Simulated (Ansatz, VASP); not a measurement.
One calculation of Zn, two programs

```
Zn
1.0
     2.47892    0.00000    0.00000
    -1.23946    2.14680    0.00000
     0.00000    0.00000    2.58157
Zn
1
Direct
  0.00000 0.00000 0.00000
```

Alike in both runs: functional PBE; k mesh 16 × 16 × 15; occupations fermi-dirac, width 0.1 eV; no spin polarisation.

Ansatz relaxed the structure, and its values are those at the end. VASP's run is a single point on that final structure, the one shown.

```csv
,VASP,Ansatz
version,VASP 6.6.1,Ansatz 0.2.0
potentials or method,"VASP PAW PBE potentials, release 64 (Zn)","PAW with Ansatz's default frozen-core files, scalar-relativistic"
plane-wave cutoff (eV),520,420
valence electrons in the cell,12,12
```

|  | VASP | Ansatz | Ansatz less VASP |
| --- | --- | --- | --- |
| pressure (GPa) | 20.7 | 20.0 | -0.73 |

The functional is the same, so the differences come from potentials, cutoffs and numerics.

Caveats: so large a pressure means that the cell lies far from this level's equilibrium, or that cutoff or potentials fall short (VASP).
